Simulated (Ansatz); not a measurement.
Starting cell, NaBr (rock salt):

```yaml
crystal:
  lattice:
    - [0.00000, 6.03598, 6.03598]
    - [3.01799, 3.01799, 6.03598]
    - [3.01799, 3.01799, 0.00000]
  atoms:
    - { symbol: Br, position: [0.00000, 0.00000, 0.00000] }
    - { symbol: Br, position: [0.50000, 0.00000, 0.00000] }
    - { symbol: Na, position: [0.00000, 0.50000, 0.50000] }
    - { symbol: Na, position: [0.50000, 0.50000, 0.50000] }
```

The atoms are displaced by Q × the pattern below (from a DFPT mode at X = (0.5, 0.5, 0.0), largest move 1; Q in Å), at fixed cell. It is one choice among 2 degenerate patterns. (q is in reciprocal vectors of the primitive cell; the cell shown is doubled to hold the pattern.)

```json
[
 {"atom": "Br1", "x": "0.000", "y": "1.000", "z": "0.000"},
 {"atom": "Br2", "x": "0.000", "y": "-1.000", "z": "0.000"},
 {"atom": "Na3", "x": "0.000", "y": "-0.980", "z": "0.000"},
 {"atom": "Na4", "x": "0.000", "y": "0.980", "z": "0.000"}
]
```

The numbers are results of PBE (plane waves to 420 eV, PAW, scalar-relativistic; Ansatz, a program for electronic structure), not measurements. k mesh 10×10×10 (Γ-centred), Fermi-Dirac smearing 0.05 eV. E stands for the smeared free energy. NaBr was relaxed with its symmetry unable to fall. ΔE is measured from the undisplaced structure.

```json
[
 {"Q (Å)": "-0.180", "ΔE (meV/cell)": "38.3"},
 {"Q (Å)": "-0.150", "ΔE (meV/cell)": "26.4"},
 {"Q (Å)": "-0.120", "ΔE (meV/cell)": "16.8"},
 {"Q (Å)": "-0.090", "ΔE (meV/cell)": "9.4"},
 {"Q (Å)": "-0.060", "ΔE (meV/cell)": "withheld"},
 {"Q (Å)": "-0.030", "ΔE (meV/cell)": "1.0"},
 {"Q (Å)": "0.000", "ΔE (meV/cell)": "0.0"},
 {"Q (Å)": "0.030", "ΔE (meV/cell)": "1.0"},
 {"Q (Å)": "0.060", "ΔE (meV/cell)": "withheld"},
 {"Q (Å)": "0.090", "ΔE (meV/cell)": "9.4"},
 {"Q (Å)": "0.120", "ΔE (meV/cell)": "16.8"},
 {"Q (Å)": "0.150", "ΔE (meV/cell)": "26.4"},
 {"Q (Å)": "0.180", "ΔE (meV/cell)": "38.3"}
]
```

Task: Fit an even polynomial form (powers 2, 4) to the given rows and predict ΔE at Q = 0.060.

Result: Least squares on the 11 given rows: ΔE = (1154)·Q² + (882.5)·Q⁴, in meV/cell with Q in Å; root-mean-square residual 0.02 meV/cell. At 0.060 the fit gives 4.2 meV/cell; the calculation gives 4.2 meV/cell, the same to the digits shown. The quadratic term alone would give 4.2 meV/cell.

(A displaced cell: forces are minus the slopes of the energy, force constants its curvatures, and phonons follow from these.)
